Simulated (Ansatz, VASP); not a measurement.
I: VASP beside Ansatz

The input INCAR:

```
SYSTEM = I
PREC     = Accurate       ! precision mode
ENCUT    = 520            ! plane-wave cutoff, eV
EDIFF    = 1E-7           ! SCF threshold, eV
ISMEAR   = -1             ! smearing method
SIGMA    = 0.05           ! smearing width, eV
LREAL    = .False.        ! projectors in reciprocal space
LASPH    = .True.         ! aspherical terms in the spheres
NELM     = 100            ! most SCF steps
ALGO     = Normal         ! electronic algorithm
ISIF     = 2              ! what is computed and relaxed
LWAVE    = .False.        ! write WAVECAR
LCHARG   = .False.        ! write CHGCAR
GGA      = PE             ! functional
NBANDS   = 10             ! bands
```

File KPOINTS:

```
regular mesh
0
Gamma
  9 9 9
  0 0 0
```

The input POSCAR:

```
I
1.0
   -2.0611371774      2.0611371774      2.0611371774
    2.0611371774     -2.0611371774      2.0611371774
    2.0611371774      2.0611371774     -2.0611371774
I
1
Direct
    0.0000000000      0.0000000000      0.0000000000
```

The input input.yaml:

```yaml
crystal:
  lattice:
    - [-2.0611371774, 2.0611371774, 2.0611371774]
    - [2.0611371774, -2.0611371774, 2.0611371774]
    - [2.0611371774, 2.0611371774, -2.0611371774]
  atoms:
    - { symbol: I, position: [0.0, 0.0, 0.0] }
hamiltonian:
  xc: pbe
  pseudopotentials: { kind: paw }
kpoints:
  mp_grid: { grid: [9, 9, 9] }
scf:
  occupations: { method: fermi_dirac, width: 0.05 }
output:
  forces: true
  stress: true
  eigenvalues: true
  write_density: true
  write_potential: true
  elf: true
  volumetric_format: npy
```

Change from the starting cell: volume scaled by 0.96.

Alike in both runs: task single point; functional PBE; k mesh 9 × 9 × 9; occupations fermi-dirac, width 0.05 eV; no spin polarisation.

|  | VASP | Ansatz |
| --- | --- | --- |
| version | VASP 6.6.1 | Ansatz 0.2.0 |
| potentials or method | VASP PAW PBE potentials, release 64 (I) | Ansatz PAW |
| plane-wave cutoff (eV) | 520 | 420 |
| valence electrons in the cell | 7 | 17 |

|  | VASP | Ansatz | Ansatz less VASP |
| --- | --- | --- | --- |
| gap on the k mesh at the Fermi level (eV) | none | none | - |
| pressure (GPa) | 0.8 | 0.8 | +0.02 |

A gap of «none» marks a metal or a gap that the smearing closes. The functional is the same, so the differences come from potentials, cutoffs and numerics. The two sets of potentials don't hold the same shells in valence.

Caveats: an odd number of electrons without spin polarisation forces a metal; a magnetic or distorted state may lie lower. The runs have no spin-orbit coupling, so splittings on I are missing.
